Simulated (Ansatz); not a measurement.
**ZrSe2: how the settings move a relaxation**

How sensitive is a relaxation of ZrSe2 to its settings? A reference run comes first, then one run with altered input.

The COD entry's cell or inner coordinates are ideal or old and differ from later refinements, so a difference from it is no clean test against experiment.

Computed with Ansatz 0.2.0 (reference: DFT, PBEsol, PAW with Ansatz's default frozen-core files, scalar-relativistic; relaxation of cell and atoms, unless a step's input says otherwise).

## 1. The structure to begin with

Symmetry: P-3m1, No. 164, trigonal system. The conventional cell has a = 3.798 Å, b = 3.798 Å, c = 6.192 Å, α = 90.00°, β = 90.00°, γ = 120.00°. Around Zr (site symmetry -3m) lie 6 Se at 2.68 Å. Se (site symmetry 3m) is surrounded by 3 Zr at 2.68 Å.

As a file:

```
Zr Se
1.0
     3.79800    0.00000    0.00000
    -1.89900    3.28916    0.00000
     0.00000    0.00000    6.19200
Zr Se
1 2
Direct
  0.00000 0.00000 0.00000
  0.33333 0.66667 0.25000
  0.66667 0.33333 0.75000
```

## 2. Baseline

Contents of input.yaml:

```yaml
crystal:
  lattice:
    - [3.79800000001, 0.0, 0.0]
    - [-1.89900000001, 3.28916448358, 0.0]
    - [0.0, 0.0, 6.192]
  atoms:
    - { symbol: Zr, position: [0.0, 0.0, 0.0] }
    - { symbol: Se, position: [0.333333333333, 0.666666666667, 0.25] }
    - { symbol: Se, position: [0.666666666667, 0.333333333333, 0.75] }
kpoints:
  mp_grid: { grid: [10, 10, 6] }
scf:
  occupations: { method: fermi_dirac, width: 0.05 }
hamiltonian:
  xc: pbesol
  pseudopotentials: { kind: paw }
relax:
  f_tol: 0.002
  max_steps: 80
  cell: {}
output:
  forces: true
  stress: true
  write_density: true
  write_potential: true
  elf: true
  volumetric_format: npy
```

Run with:

```console
> ansatz run input.yaml --threads 2 --pin off --max-ram 5120MiB --backend cpu --events-out ev --progress --plain --runs-dir out
```

## 3. Variant: mp_grid.grid [7, 7, 4], lower_state_search full

Changes to input.yaml since step 2:

```diff
@@ -10,5 +10,6 @@
 kpoints:
-  mp_grid: { grid: [10, 10, 6] }
+  mp_grid: { grid: [7, 7, 4] }
 scf:
   occupations: { method: fermi_dirac, width: 0.05 }
+  lower_state_search: full
 hamiltonian:
@@ -23,5 +24 @@
   stress: true
-  write_density: true
-  write_potential: true
-  elf: true
-  volumetric_format: npy
```

Before running it: what results should come out? Wanted: for each run, ending; energy change; pressure; gap; force.

As calculated:

```tsv
run	ending	energy change	pressure (GPa)	gap (eV)	force (eV/Å)	cycles	time
reference	converged	0	0.0	0.09	0.00	44	28 s
1: mp_grid.grid [7, 7, 4], lower_state_search full	converged	+3.4 meV/atom	0.0	0.17	0.00	50	46 s
```

Times don't compare one to one where runs were asked for different outputs or read a saved state (see the inputs); cycles may leave out searches for a lower state.

**Reading.** Changing the k-point mesh and search for lower states moves the energy by +3.4 meV/atom, and the gap on the mesh goes from 0.09 to 0.17 eV and the final volume goes from 73.86 to 74.02 Å³. A gap read on a mesh depends on which points the mesh holds, and a coarse mesh shifts the density too.
